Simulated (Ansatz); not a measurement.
# Localised basis functions on generalised stacking fault on (111) (glide set) of a GaP-AlP solid solution (72 atoms), part 2 of 3

Wanted: errors and times of a linear-scaling basis for generalised stacking fault on (111) (glide set) of a GaP-AlP solid solution (72 atoms). A setting counts as converged where the r.m.s. difference of forces stays under 1 % of the r.m.s. force.

Ansatz 0.2.0; Kohn-Sham DFT, PBE, PAW (set soft_2), plane waves.

The cell: 18 Al, 36 P and 18 Ga. The host structure and its lattice constant were typed by rule, without a check against the phase diagram.

So far. Step 3 (Support functions medium): Forces differ from the reference by 0.36 meV/Å r.m.s., 0.019 % of their size, well within a tolerance of 1 %; the energy by -0.86 meV/atom. It took 98 s and 14 cycles; the reference's time can't be set against it, since the two runs asked for unlike analyses. The two runs also began from different starting densities, which bears on cycles and time.

**5. Support functions high**

The cell is solved in localised support functions. The level high gives here a grid of 36×72×108 points and a radius of 4.89 Å.

This step: Kohn-Sham DFT, PBE, PAW (set soft_2), localised support functions (high) (Ansatz 0.2.0).

The input, input.yaml:

```yaml
crystal:
  lattice:
    - [6.68331, 0.0, 0.0]
    - [0.0, 11.57583, 0.0]
    - [2.78473, 0.0, 19.10326]
  atoms:
    [... the 72 atom lines of step 2 ...]
kpoints:
  mp_grid: { grid: [2, 1, 1] }
hamiltonian:
  xc: pbe
scf:
  occupations: { method: gaussian, width: 0.025 }
  eigensolver: { kind: { support_functions: { accuracy: high } } }
  mixing: { beta: 0.4 }
  max_iter: 150
output:
  forces: true
```

The run is started by

```bash
$ ansatz run input.yaml --threads 4 --pin off --max-ram 8192MiB --backend cpu --events-out ev --progress --plain --runs-dir out
```

Numbers of over 12 decimals in the logs are rounded to 6 here.

Output:

```text
[...]
Crystal: 72 atoms, lattice volume = 1477.921 Å³
Basis set: ecut = 420 eV, 28913 PW (Γ), exchange–correlation on 90×180×270 points (8 copies of the dense FFT grid, shifted against one another)
Bands: 281, of which v1, the nominal top of the filled ones, is band 234 counted from 1 (233 counted from 0)
Symmetry: 1 space group operations
k-points: 2
[...]
Eigensolver: Support functions (high, 36×72×108 points, laid for a spacing of at most 0.192795 Å, radius 4.889938 Å, 0 species' potentials softened for the grid, 3 wholly corrected for its errors in the mean over positions, 3 with the egg-box correction, energy correction by stochastic trace)
[...]
SCF iter   1: F=—  HF=-104977.069237 eV  |F-HF|=—  |Δ(HF+E_count)|=         —  Δρ=3.80e-2  dr2=2.30e1  ethr=1.00e-1
[...]
SCF iter  15: F=—  HF=-104998.324133 eV  |F-HF|=—  |Δ(HF+E_count)|=   2.01e-4  Δρ=2.86e-6  dr2=1.39e-7  ethr=2.97e-11  κ⁻¹=6.5e-7(r=7)
SCF iter  16: F=-104998.324188 eV  HF=-104998.324188 eV  |F-HF|=5.83e-8  |Δ(HF+E_count)|=   5.48e-5  Δρ=1.78e-6  dr2=5.29e-8  ethr=2.97e-11
SCF 1 converged in 16 iterations: F = -104998.326295 eV  dr2 = 5.29e-8
[...]
SCF converged after 16 iterations
[...]
Free energy (F): -104998.326295 eV
[...]
Internal energy: -104998.326295 eV  (E = F + TS)
E sigma→0 (E₀):  -104998.326295 eV
Fermi energy:    7.267987 eV
[...]
Σ components = -104998.326295   (vs F -104998.326295, Δ=0.00e0)
--- Forces (eV/Å), atoms counted from 1 ---
  atom   1  Al    -7.53915305    -0.05573606     2.56099556
  atom   2  P     -0.42912802    -0.02881897    -0.11873556
  atom   3  Ga     0.06920668    -0.04301320     0.16586846
  atom   4  P     -0.25717983    -0.26495827    -0.08248774
[...]
atom  72  P      7.44254379     0.06278302    -2.82401248
  max |Σ_I F_I| component: 4.63e-4 eV/Å
--- Band table (eV) ---
[...]
```

The job ended after 5.7 min (4 threads of Arm Neoverse V1, shared host; peak memory 5 GiB).

Keys that differ from the reference: support_functions.accuracy = "high", scf.max_iter = 150 and scf.mixing.beta = 0.4.

Forces differ from the reference by 0.16 meV/Å r.m.s., 0.0085 % of their size, well within a tolerance of 1 %; the energy by -0.86 meV/atom. It took 5.7 min and 16 cycles; the reference's time can't be set against it, since the two runs asked for unlike analyses. The two runs also began from different starting densities, which bears on cycles and time.

**6. Support functions medium, spacing 0.411 Å (grid laid 0.402 Å)**

The grid spacing sets how fine a wave the support functions can hold. The typed value is an upper bound: the grid laid has 18×30×48 points, 0.402 Å apart at most.

This step: Kohn-Sham DFT, PBE, PAW (set soft_2), localised support functions (medium) (Ansatz 0.2.0).

input.yaml, the sections that differ from step 5:

```yaml
scf:
  occupations: { method: gaussian, width: 0.025 }
  eigensolver: { kind: { support_functions: { accuracy: medium, spacing: 0.411 } } }
  mixing: { beta: 0.4 }
  max_iter: 150
# crystal, kpoints, hamiltonian, output: as in step 5
```

Output:

```text
[...]
Crystal: 72 atoms, lattice volume = 1477.921 Å³
Basis set: ecut = 420 eV, 28913 PW (Γ), exchange–correlation on 90×160×270 points (8 copies of the dense FFT grid, shifted against one another)
Bands: 281, of which v1, the nominal top of the filled ones, is band 234 counted from 1 (233 counted from 0)
Symmetry: 1 space group operations
k-points: 2
[...]
SCF iter   1: F=—  HF=-104912.427817 eV  |F-HF|=—  |Δ(HF+E_count)|=         —  Δρ=3.56e-2  dr2=2.26e1  ethr=1.00e-1
[...]
SCF iter  12: F=-104923.315732 eV  HF=-104923.315732 eV  |F-HF|=3.89e-8  |Δ(HF+E_count)|=   2.50e-3  Δρ=9.01e-6  dr2=9.76e-7  ethr=1.13e-9
SCF 1 converged in 12 iterations: F = -104923.355951 eV  dr2 = 9.76e-7
[...]
SCF converged after 12 iterations
[...]
Free energy (F): -104923.355951 eV
[...]
Internal energy: -104923.355951 eV  (E = F + TS)
E sigma→0 (E₀):  -104923.355951 eV
Fermi energy:    7.234287 eV
[...]
--- Forces (eV/Å), atoms counted from 1 ---
  atom   1  Al    -7.53170242    -0.05065099     2.49631420
  atom   2  P     -0.44298095    -0.05859801    -0.10997804
  atom   3  Ga     0.07070261    -0.10707244     1.16146820
  atom   4  P     -0.24223923    -0.24543392    -0.04583844
  atom   5  Ga    -7.23014634    -0.10489014     3.12221077
  atom   6  P      0.25993543     0.11799600    -0.34012197
  atom   7  Al    -0.06753486     0.01638690    -0.09971154
  atom   8  P      0.01183374    -0.29590274    -0.08459706
  atom   9  Ga     0.01559542     0.05553168     1.59777412
  atom  10  P     -0.11779160     0.17330657    -0.07816390
  atom  11  Al    -8.22206078     0.01442587     2.70312259
  atom  12  P     -0.21381810     0.04978886    -0.16447622
  atom  13  Ga     0.08343389     0.21136932     0.93505512
  atom  14  P      0.02578088     0.15350931     0.25980258
[...]
atom  71  Al    -0.32437167    -0.19700244     0.40247344
  atom  72  P      7.34774437     0.06081016    -2.76230918
  max |Σ_I F_I| component: 2.41e1 eV/Å
--- Band table (eV) ---
[...]
```

The job ended after 51 s (4 threads; peak memory 1.8 GiB; 3.2 min of CPU time).

The program notes that the forces don't sum to zero within tolerance and the grid leaves an egg-box force.

Forces differ from the reference by 410 meV/Å r.m.s., 22 % of their size, far over a tolerance of 1 %; the energy by +1040 meV/atom and the gap by -0.016 eV. The two runs also began from different starting densities, which bears on cycles and time. The setting is coarser than the default on purpose.

**7. Support functions medium, spacing 0.343 Å (grid laid 0.322 Å)**

The grid spacing sets how fine a wave the support functions can hold. The typed value is an upper bound: the grid laid has 24×36×60 points, 0.322 Å apart at most.

input.yaml, the sections that differ from step 6:

```yaml
scf:
  occupations: { method: gaussian, width: 0.025 }
  eigensolver: { kind: { support_functions: { accuracy: medium, spacing: 0.343 } } }
  mixing: { beta: 0.4 }
  max_iter: 150
# crystal, kpoints, hamiltonian, output: as in step 6
```

Output:

```text
[...]
Crystal: 72 atoms, lattice volume = 1477.921 Å³
Basis set: ecut = 420 eV, 28913 PW (Γ), exchange–correlation on 90×160×270 points (8 copies of the dense FFT grid, shifted against one another)
Bands: 281, of which v1, the nominal top of the filled ones, is band 234 counted from 1 (233 counted from 0)
Symmetry: 1 space group operations
k-points: 2
[...]
SCF iter   1: F=—  HF=-104970.475523 eV  |F-HF|=—  |Δ(HF+E_count)|=         —  Δρ=3.78e-2  dr2=2.19e1  ethr=1.00e-1
[...]
SCF iter  13: F=-104998.083749 eV  HF=-104998.083749 eV  |F-HF|=1.29e-7  |Δ(HF+E_count)|=   1.94e-7  Δρ=5.78e-6  dr2=4.67e-7  ethr=3.33e-10
SCF 1 converged in 13 iterations: F = -104998.115054 eV  dr2 = 4.67e-7
[...]
SCF converged after 13 iterations
[...]
Free energy (F): -104998.115054 eV
[...]
Internal energy: -104998.115054 eV  (E = F + TS)
E sigma→0 (E₀):  -104998.115054 eV
Fermi energy:    7.268391 eV
[...]
--- Forces (eV/Å), atoms counted from 1 ---
  atom   1  Al    -7.53647791    -0.05543327     2.56391250
  atom   2  P     -0.43031611    -0.03091578    -0.12492337
  atom   3  Ga     0.07407132    -0.04068287     0.18928653
  atom   4  P     -0.25849268    -0.26241726    -0.08218070
  atom   5  Ga    -7.39001247     0.02050494     2.83338078
  atom   6  P      0.21620372     0.13999779    -0.36998281
  atom   7  Al    -0.06318873     0.01329250    -0.07240052
  atom   8  P     -0.00192707    -0.26202709    -0.08593394
  atom   9  Ga     0.07294145     0.14131702     0.08135194
  atom  10  P     -0.09159464     0.20100158    -0.12348142
  atom  11  Al    -8.23884568     0.02013506     2.77940862
  atom  12  P     -0.21599804     0.02376758    -0.17355990
  atom  13  Ga     0.08974868     0.09737529    -0.09737870
  atom  14  P      0.02391674     0.15201796     0.19472233
[...]
atom  71  Al    -0.30912121    -0.19284166     0.37039151
  atom  72  P      7.44681908     0.06311658    -2.83272353
  max |Σ_I F_I| component: 6.17e-2 eV/Å
--- Band table (eV) ---
[...]
```

It took 60 s on 4 threads; peak memory 2 GiB.

Forces differ from the reference by 7.2 meV/Å r.m.s., 0.39 % of their size, within a tolerance of 1 %; the energy by +2.1 meV/atom. The two runs also began from different starting densities, which bears on cycles and time. The setting is coarser than the default on purpose.

**8. Support functions medium, spacing 0.297 Å (grid laid 0.278 Å)**

The grid spacing sets how fine a wave the support functions can hold. The typed value is an upper bound: the grid laid has 24×48×72 points, 0.278 Å apart at most.

input.yaml, the sections that differ from step 7:

```yaml
scf:
  occupations: { method: gaussian, width: 0.025 }
  eigensolver: { kind: { support_functions: { accuracy: medium, spacing: 0.297 } } }
  mixing: { beta: 0.4 }
  max_iter: 150
# crystal, kpoints, hamiltonian, output: as in step 7
```

Output:

```text
[...]
Crystal: 72 atoms, lattice volume = 1477.921 Å³
Basis set: ecut = 420 eV, 28913 PW (Γ), exchange–correlation on 90×160×270 points (8 copies of the dense FFT grid, shifted against one another)
Bands: 281, of which v1, the nominal top of the filled ones, is band 234 counted from 1 (233 counted from 0)
Symmetry: 1 space group operations
k-points: 2
[...]
SCF iter   1: F=—  HF=-104972.528428 eV  |F-HF|=—  |Δ(HF+E_count)|=         —  Δρ=3.78e-2  dr2=2.21e1  ethr=1.00e-1
[...]
SCF iter  12: F=-104998.297566 eV  HF=-104998.297566 eV  |F-HF|=3.73e-7  |Δ(HF+E_count)|=   1.98e-3  Δρ=7.10e-6  dr2=1.18e-6  ethr=2.60e-9
SCF 1 converged in 12 iterations: F = -104998.330834 eV  dr2 = 1.18e-6
[...]
SCF converged after 12 iterations
[...]
Free energy (F): -104998.330834 eV
[...]
Internal energy: -104998.330834 eV  (E = F + TS)
E sigma→0 (E₀):  -104998.330834 eV
Fermi energy:    7.268607 eV
[...]
--- Forces (eV/Å), atoms counted from 1 ---
  atom   1  Al    -7.54041860    -0.05555015     2.56139772
  atom   2  P     -0.43110724    -0.02962972    -0.12102541
  atom   3  Ga     0.07363744    -0.04293300     0.16732560
  atom   4  P     -0.25806825    -0.26418173    -0.08044705
  atom   5  Ga    -7.38493700     0.02015394     2.79966301
  atom   6  P      0.21568074     0.14174598    -0.36602122
  atom   7  Al    -0.06257544     0.01291526    -0.07562601
  atom   8  P     -0.00275222    -0.26110842    -0.08476598
  atom   9  Ga     0.07335291     0.13806501     0.07302958
  atom  10  P     -0.09066300     0.20218851    -0.12203675
  atom  11  Al    -8.24228827     0.02046657     2.77666650
  atom  12  P     -0.21675612     0.02218676    -0.16921820
  atom  13  Ga     0.08940771     0.10092018    -0.11752352
  atom  14  P      0.02570003     0.15180183     0.19495648
[...]
atom  71  Al    -0.30809765    -0.19302347     0.37002110
  atom  72  P      7.44103000     0.06260486    -2.82366624
  max |Σ_I F_I| component: 5.62e-2 eV/Å
--- Band table (eV) ---
[...]
```

The job ended after 72 s (4 threads; peak memory 2.2 GiB).

Forces differ from the reference by 2.5 meV/Å r.m.s., 0.13 % of their size, well within a tolerance of 1 %; the energy by -0.93 meV/atom. The two runs also began from different starting densities, which bears on cycles and time. The setting is coarser than the default on purpose.

**9. Support functions medium, spacing 0.263 Å (grid laid 0.241 Å)**

The grid spacing sets how fine a wave the support functions can hold. The typed value is an upper bound: the grid laid has 30×48×90 points, 0.241 Å apart at most.

input.yaml, the sections that differ from step 8:

```yaml
scf:
  occupations: { method: gaussian, width: 0.025 }
  eigensolver: { kind: { support_functions: { accuracy: medium, spacing: 0.263 } } }
  mixing: { beta: 0.4 }
  max_iter: 150
# crystal, kpoints, hamiltonian, output: as in step 8
```

Output:

```text
[...]
Crystal: 72 atoms, lattice volume = 1477.921 Å³
Basis set: ecut = 420 eV, 28913 PW (Γ), exchange–correlation on 90×160×270 points (8 copies of the dense FFT grid, shifted against one another)
Bands: 281, of which v1, the nominal top of the filled ones, is band 234 counted from 1 (233 counted from 0)
Symmetry: 1 space group operations
k-points: 2
[...]
SCF iter   1: F=—  HF=-104973.435624 eV  |F-HF|=—  |Δ(HF+E_count)|=         —  Δρ=3.79e-2  dr2=2.22e1  ethr=1.00e-1
[...]
SCF iter  12: F=—  HF=-104998.297748 eV  |F-HF|=—  |Δ(HF+E_count)|=   1.85e-3  Δρ=9.74e-6  dr2=2.11e-6  ethr=3.61e-9  κ⁻¹=1.4e-6(r=7)
SCF iter  13: F=-104998.299299 eV  HF=-104998.299299 eV  |F-HF|=1.69e-7  |Δ(HF+E_count)|=   1.55e-3  Δρ=5.92e-6  dr2=7.41e-7  ethr=4.50e-10
SCF 1 converged in 13 iterations: F = -104998.330404 eV  dr2 = 7.41e-7
[...]
SCF converged after 13 iterations
[...]
Free energy (F): -104998.330404 eV
[...]
Internal energy: -104998.330404 eV  (E = F + TS)
E sigma→0 (E₀):  -104998.330404 eV
Fermi energy:    7.268532 eV
[...]
Σ components = -104998.330404   (vs F -104998.330404, Δ=0.00e0)
--- Forces (eV/Å), atoms counted from 1 ---
  atom   1  Al    -7.53872143    -0.05568626     2.56068608
  atom   2  P     -0.42917932    -0.02901184    -0.11930236
  atom   3  Ga     0.06907491    -0.04293271     0.16625283
  atom   4  P     -0.25725002    -0.26475797    -0.08255788
[...]
atom  72  P      7.44320586     0.06262451    -2.82443822
  max |Σ_I F_I| component: 6.39e-3 eV/Å
--- Band table (eV) ---
[...]
```

Elapsed: 98 s, on 4 threads; peak memory 2.7 GiB; 6.2 min of CPU time.

Keys that differ from the reference: support_functions.accuracy = "medium", support_functions.spacing = 0.263, scf.max_iter = 150 and scf.mixing.beta = 0.4.

Forces differ from the reference by 0.40 meV/Å r.m.s., 0.021 % of their size, well within a tolerance of 1 %; the energy by -0.92 meV/atom. It took 98 s and 13 cycles; the reference's time can't be set against it, since the two runs asked for unlike analyses. The two runs also began from different starting densities, which bears on cycles and time.

**10. Support functions medium, spacing 0.206 Å (grid laid 0.201 Å)**

The grid spacing sets how fine a wave the support functions can hold. The typed value is an upper bound: the grid laid has 36×60×96 points, 0.201 Å apart at most.

input.yaml, the sections that differ from step 9:

```yaml
scf:
  occupations: { method: gaussian, width: 0.025 }
  eigensolver: { kind: { support_functions: { accuracy: medium, spacing: 0.206 } } }
  mixing: { beta: 0.4 }
  max_iter: 150
# crystal, kpoints, hamiltonian, output: as in step 9
```

Output:

```text
[...]
Crystal: 72 atoms, lattice volume = 1477.921 Å³
Basis set: ecut = 420 eV, 28913 PW (Γ), exchange–correlation on 90×160×270 points (8 copies of the dense FFT grid, shifted against one another)
Bands: 281, of which v1, the nominal top of the filled ones, is band 234 counted from 1 (233 counted from 0)
Symmetry: 1 space group operations
k-points: 2
[...]
SCF iter   1: F=—  HF=-104973.759026 eV  |F-HF|=—  |Δ(HF+E_count)|=         —  Δρ=3.79e-2  dr2=2.23e1  ethr=1.00e-1
[...]
SCF iter  13: F=—  HF=-104998.295841 eV  |F-HF|=—  |Δ(HF+E_count)|=   1.34e-3  Δρ=1.11e-5  dr2=2.59e-6  ethr=9.16e-10  κ⁻¹=4.6e-7(r=7)
SCF iter  14: F=-104998.295841 eV  HF=-104998.295841 eV  |F-HF|=9.81e-9  |Δ(HF+E_count)|=   3.03e-8  Δρ=2.49e-6  dr2=9.14e-8  ethr=5.53e-10
SCF 1 converged in 14 iterations: F = -104998.327567 eV  dr2 = 9.14e-8
[...]
SCF converged after 14 iterations
[...]
Free energy (F): -104998.327567 eV
[...]
Internal energy: -104998.327567 eV  (E = F + TS)
E sigma→0 (E₀):  -104998.327567 eV
Fermi energy:    7.268449 eV
[...]
Σ components = -104998.327567   (vs F -104998.327567, Δ=0.00e0)
--- Forces (eV/Å), atoms counted from 1 ---
  atom   1  Al    -7.53939551    -0.05561179     2.56075121
  atom   2  P     -0.42883649    -0.02912669    -0.11875640
  atom   3  Ga     0.06883229    -0.04321438     0.16562567
  atom   4  P     -0.25750888    -0.26464292    -0.08275143
[...]
atom  72  P      7.44270055     0.06265843    -2.82416625
  max |Σ_I F_I| component: 3.40e-3 eV/Å
--- Band table (eV) ---
[...]
```

It took 2.5 min on 4 threads; peak memory 3.2 GiB; 9.6 min of CPU time.

The program notes that the correction for the support functions is uncertain.

Keys that differ from the reference: support_functions.accuracy = "medium", support_functions.spacing = 0.206, scf.max_iter = 150 and scf.mixing.beta = 0.4.

Forces differ from the reference by 0.34 meV/Å r.m.s., 0.018 % of their size, well within a tolerance of 1 %; the energy by -0.88 meV/atom. It took 2.5 min and 14 cycles; the reference's time can't be set against it, since the two runs asked for unlike analyses. The two runs also began from different starting densities, which bears on cycles and time.

**11. Support functions medium, spacing 0.183 Å (grid laid 0.179 Å)**

The grid spacing sets how fine a wave the support functions can hold. The typed value is an upper bound: the grid laid has 48×72×108 points, 0.179 Å apart at most.

input.yaml, the sections that differ from step 10:

```yaml
scf:
  occupations: { method: gaussian, width: 0.025 }
  eigensolver: { kind: { support_functions: { accuracy: medium, spacing: 0.183 } } }
  mixing: { beta: 0.4 }
  max_iter: 150
# crystal, kpoints, hamiltonian, output: as in step 10
```

Output:

```text
[...]
Crystal: 72 atoms, lattice volume = 1477.921 Å³
Basis set: ecut = 420 eV, 28913 PW (Γ), exchange–correlation on 120×180×270 points (8 copies of the dense FFT grid, shifted against one another)
Bands: 281, of which v1, the nominal top of the filled ones, is band 234 counted from 1 (233 counted from 0)
Symmetry: 1 space group operations
k-points: 2
[...]
SCF iter   1: F=—  HF=-104973.895050 eV  |F-HF|=—  |Δ(HF+E_count)|=         —  Δρ=3.79e-2  dr2=2.23e1  ethr=1.00e-1
[...]
SCF iter  12: F=—  HF=-104998.296764 eV  |F-HF|=—  |Δ(HF+E_count)|=   1.32e-3  Δρ=1.20e-5  dr2=2.59e-6  ethr=2.99e-9  κ⁻¹=1.3e-7(r=7)
SCF iter  13: F=-104998.296765 eV  HF=-104998.296765 eV  |F-HF|=1.81e-7  |Δ(HF+E_count)|=   5.77e-7  Δρ=5.42e-6  dr2=5.09e-7  ethr=5.53e-10
SCF 1 converged in 13 iterations: F = -104998.327520 eV  dr2 = 5.09e-7
[...]
SCF converged after 13 iterations
[...]
Free energy (F): -104998.327520 eV
[...]
Internal energy: -104998.327520 eV  (E = F + TS)
E sigma→0 (E₀):  -104998.327520 eV
Fermi energy:    7.268343 eV
[...]
Σ components = -104998.327520   (vs F -104998.327520, Δ=0.00e0)
--- Forces (eV/Å), atoms counted from 1 ---
  atom   1  Al    -7.53944107    -0.05566993     2.56087604
  atom   2  P     -0.42886707    -0.02889270    -0.11902614
  atom   3  Ga     0.06891350    -0.04316848     0.16519660
  atom   4  P     -0.25739522    -0.26458527    -0.08221511
[...]
atom  72  P      7.44312328     0.06269087    -2.82430606
  max |Σ_I F_I| component: 4.16e-3 eV/Å
--- Band table (eV) ---
[...]
```

The job ended after 3.7 min (4 threads; peak memory 4.4 GiB).

Keys that differ from the reference: support_functions.accuracy = "medium", support_functions.spacing = 0.183, scf.max_iter = 150 and scf.mixing.beta = 0.4.

Forces differ from the reference by 0.37 meV/Å r.m.s., 0.020 % of their size, well within a tolerance of 1 %; the energy by -0.88 meV/atom. It took 3.7 min and 13 cycles; the reference's time can't be set against it, since the two runs asked for unlike analyses. The two runs also began from different starting densities, which bears on cycles and time.

[end of part 2 of 3]

[Logs are printed without paths, hosts, clocks, repeated set-up lines and the standing remarks that a program may print on its own settings, such as how far it seeks lower states.]

[Hosts, paths, dates, database ids (printed as entryN), source tags and the programs' standing remarks are cut or masked in the printed files.]
